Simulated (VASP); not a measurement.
**W: equation of state with PBE**

Crystal: W.

```xyz
1
Lattice="0.0000 2.0300 2.0300 2.0300 0.0000 2.0300 2.0300 2.0300 0.0000" Properties=species:S:1:pos:R:3 pbc="T T T"
W     0.0000    0.0000    0.0000
```

This isn't the form of W at room conditions, which is bcc.

```yaml
Program: VASP 6.6.1
Task: equation of state
Functional: PBE
Potentials_or_basis: VASP PAW PBE potentials, release 64 (W_sv)
Cutoff: 520 eV
k_mesh: 11 × 11 × 11
Occupations: fermi-dirac, width 0.05 eV
Spin: no spin polarisation
Further_INCAR_settings: ALGO = Normal; EDIFF = 1e-07; NBANDS = 13
```

```json
{
 "Equilibrium volume": "16.48 Å³/atom",
 "Bulk modulus": "293 GPa",
 "Pressure derivative of the bulk modulus": "4.5"
}
```

Energy against volume, from the lowest point:
```
volume (Å³/atom)  energy (meV/atom)
          15.727              33.52
          16.062               9.62
          16.396               0.00
          16.731               3.18
          17.065              17.80
          17.400              42.64
          17.735              76.60
```

All runs of the series together: 60 s on 1 thread of Intel(R) Xeon(R) Platinum 8488C (Sapphire Rapids), with other jobs on the host.

The run has no spin-orbit coupling, so splittings on W are missing.
